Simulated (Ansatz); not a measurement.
## Sb under compression and expansion

```xyz
1
Lattice="-1.5050 1.5050 2.4800 1.5050 -1.5050 2.4800 1.5050 1.5050 -2.4800" Properties=species:S:1:pos:R:3 pbc="T T T"
Sb    0.0000    0.0000    0.0000
```

The geometry is COD entry 9013010, unchecked; take it as a test cell.

Spin–orbit coupling is left out, though it moves levels of the heavy atoms by tenths of an eV or more.

Levels of theory: DFT, PBE, all-electron LAPW, scalar-relativistic (Ansatz 0.2.0); DFT, PBE, PAW with Ansatz's default frozen-core files, scalar-relativistic (Ansatz 0.2.0).

For LAPW: a Γ-centred 19×19×19 k mesh, Fermi–Dirac smearing of 0.05 eV, basis error target 0.25 meV/atom, no spin polarisation. PAW takes a cutoff of 420 eV at this cell. The Ansatz runs share mesh, smearing and spin set-up. Plane-wave (PAW) pressures include the program's estimate of the Pulay term.

The cell above is scaled evenly, with fractional coordinates and shape held.

```tsv
V/V(cell)	V (Å³/atom)	P, LAPW (GPa)	P, PAW (GPa)	free energy over the lowest listed, PAW (meV/atom)
0.9400	21.121	28.86	28.86	330.9
0.9500	21.346	27.05	27.05	291.7
0.9600	21.570	25.33	25.33	255.0
0.9750	21.907	22.91	22.91	204.3
0.9800	22.020	22.14	22.14	188.5
0.9900	22.244	20.66	20.66	158.5
1.0000	22.469	19.25	19.25	130.5
1.0100	22.694	17.91	17.90	104.5
1.0200	22.918	16.63	16.63	80.3
1.0250	23.031	16.02	16.02	68.8
1.0400	23.368	14.27	14.27	37.0
1.0500	23.593	13.18	13.18	17.7
1.0600	23.817	12.14	12.14	0.0
```
